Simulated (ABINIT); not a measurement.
# SnSe (Fm-3m) in ABINIT: settings compared, part 2 of 2

ABINIT 10.8.3 (patched build). Earlier steps stand in the parts before.

### 3 Band structure, r2SCAN

Contents of run.abi:

```
# Datasets: ground state, then fixed potential
ndtset 2

# Pseudopotentials
pp_dirpath "./"
pseudos "Sn.GGA_PBE-JTH_sp.xml, Se.GGA_PBE-JTH.xml"

# Structure
acell 4.2567828227 4.2567828227 4.2567828227 Angstrom
rprim
     0.0000000000     0.7071067812     0.7071067812
     0.7071067812     0.0000000000     0.7071067812
     0.7071067812     0.7071067812     0.0000000000
ntypat 2
znucl 50 34
natom 2
typat 1 2
xred
     0.0000000000     0.0000000000     0.0000000000
     0.5000000000     0.5000000000     0.5000000000

# Plane-wave basis
ecut 18.0
pawecutdg 36.0

# Exchange and correlation
ixc -497498
usekden 1
pawxcdev 0

# Bands and occupations
occopt 3
tsmear 0.05 eV

# SCF cycle
nstep 100

# Output
iomode 3
prtwf 0
prteig 0
prtebands 0
prtden1 1
prtkden1 1
prtvha1 1
prtvclmb1 1
prtpot1 1

# Dataset 1
kptopt1 1
ngkpt1 8 8 8
nshiftk1 1
shiftk1 0.0 0.0 0.0
nband1 9
tolvrs1 1.0e-7

# Dataset 2: bands along G-X-W-K-G-L-U-W-L-K
iscf2 -2
getden2 1
getkden2 1
nband2 13
nbdbuf2 2
tolwfr2 1.0e-12
kptopt2 -9
ndivsm2 5
prteig2 1
kptbounds2
     0.0000000000     0.0000000000     0.0000000000
     0.5000000000     0.0000000000     0.5000000000
     0.5000000000     0.2500000000     0.7500000000
     0.3750000000     0.3750000000     0.7500000000
     0.0000000000     0.0000000000     0.0000000000
     0.5000000000     0.5000000000     0.5000000000
     0.6250000000     0.2500000000     0.6250000000
     0.5000000000     0.2500000000     0.7500000000
     0.5000000000     0.5000000000     0.5000000000
     0.3750000000     0.3750000000     0.7500000000
```

Potentials or basis: JTH PAW PBE v2.0 sp.

On the command line:

```console
abinit run.abi > log 2>&1
```

run.abo:

```text
.Version 10.8.3 of ABINIT
 DATASET    1 : space group Fm -3 m (#225); Bravais cF (face-center cubic)
================================================================================
 Values of the parameters that define the memory need for DATASET  1.
     intxc =       0    ionmov =       0      iscf =      17    lmnmax =      13
     lnmax =       5     mgfft =      32  mpssoang =       3    mqgrid =    3001
     natom =       2  nloc_mem =       2    nspden =       1   nspinor =       1
    nsppol =       1      nsym =      48    n1xccc =       1    ntypat =       2
    occopt =       3   xclevel =       2
       mpw =        1356          nfft =       32768          nkpt =          29
 PAW method is used; the additional fine FFT grid is defined by:
   mgfftf=        45    nfftf =     91125
================================================================================
================================================================================

 DATASET    2 : space group Fm -3 m (#225); Bravais cF (face-center cubic)
================================================================================
 Values of the parameters that define the memory need for DATASET  2.
     intxc =       0    ionmov =       0      iscf =      -2    lmnmax =      13
     lnmax =       5     mgfft =      32  mpssoang =       3    mqgrid =    3001
     natom =       2  nloc_mem =       2    nspden =       1   nspinor =       1
    nsppol =       1      nsym =      48    n1xccc =       1    ntypat =       2
    occopt =       3   xclevel =       2
[... 914 lines left out ...]
  -0.47110   -0.17731   -0.05501   -0.05501    0.01719    0.11305    0.21782    0.21782
[... 230 lines left out ...]
  -0.44146   -0.24156   -0.09848   -0.05203   -0.00292    0.12769    0.14107    0.20894
   0.31861    0.39157    0.42380    0.51283    0.55329
 kpt#  84, nband= 13, wtk=  1.00000, kpt=  0.4167  0.4167  0.6667 (reduced coord)
  -0.43991   -0.23535   -0.11444   -0.05840   -0.01525    0.14445    0.15411    0.22779
   0.30180    0.39639    0.42321    0.52456    0.56684
 kpt#  85, nband= 13, wtk=  1.00000, kpt=  0.4028  0.4028  0.6944 (reduced coord)
  -0.43851   -0.22862   -0.12813   -0.06426   -0.02611    0.15937    0.16700    0.24257
   0.28596    0.40686    0.42587    0.52546    0.56850
 kpt#  86, nband= 13, wtk=  1.00000, kpt=  0.3889  0.3889  0.7222 (reduced coord)
  -0.43742   -0.22194   -0.13855   -0.06939   -0.03557    0.17145    0.17921    0.25344
   0.27171    0.42028    0.43206    0.52203    0.55958
 kpt#  87, nband= 13, wtk=  1.00000, kpt=  0.3750  0.3750  0.7500 (reduced coord)
  -0.43686   -0.21620   -0.14449   -0.07365   -0.04372    0.18000    0.19034    0.25932
   0.26083    0.43298    0.44192    0.52429    0.54449

== END DATASET(S) ==============================================================
================================================================================

 -outvars: echo values of variables after computation  --------
            acell      8.0441537124E+00  8.0441537124E+00  8.0441537124E+00 Bohr
           etotal1     1.8249527606E+01
            fcart1    -0.0000000000E+00 -0.0000000000E+00 -0.0000000000E+00
                      -0.0000000000E+00 -0.0000000000E+00 -0.0000000000E+00
            rprim      0.0000000000E+00  7.0710678120E-01  7.0710678120E-01
                       7.0710678120E-01  0.0000000000E+00  7.0710678120E-01
                       7.0710678120E-01  7.0710678120E-01  0.0000000000E+00
           strten1     1.1502694596E-05  1.1502694596E-05  1.1502694596E-05
                       0.0000000000E+00  0.0000000000E+00  0.0000000000E+00
           xangst      0.0000000000E+00  0.0000000000E+00  0.0000000000E+00
                       3.0100000000E+00  3.0100000000E+00  3.0100000000E+00
             xred      0.0000000000E+00  0.0000000000E+00  0.0000000000E+00
                       5.0000000000E-01  5.0000000000E-01  5.0000000000E-01
 Calculation completed.
```

It took 1.9 min on 1 thread of Arm Neoverse V1, shared host; peak memory 0.16 GiB.

Results:

```yaml
Free_energy: 496.5949 eV
Band_gap_on_the_k_mesh: 0.44 eV, direct
Valence_electrons_inside_the_program's_atomic_spheres: Sn 2.21; Se 3.94
```

Levels at the corners of the path, in eV from the valence-band top:
```
point  band 3  band 4  band 5  band 6  band 7  band 8
    Γ   -2.70   -2.70   -2.70    4.29    4.29    4.29
    X   -6.04   -4.18   -4.18    3.01    5.39    5.39
    W   -5.26   -5.26   -1.21    1.34    4.82    4.82
    K   -5.62   -3.69   -2.88    3.21    3.49    5.37
    Γ   -2.70   -2.70   -2.70    4.29    4.29    4.29
    L   -2.47   -2.47   -0.09    0.35    1.03    1.03
    U   -5.62   -3.69   -2.88    3.21    3.49    5.37
    W   -5.26   -5.26   -1.21    1.34    4.82    4.82
    L   -2.47   -2.47   -0.09    0.35    1.03    1.03
    K   -5.62   -3.69   -2.88    3.21    3.49    5.37
```

Caveat: spin-orbit coupling is left out, which moves the levels of the heavy elements; this set keeps more shells in the core, which shifts pressures and gaps.
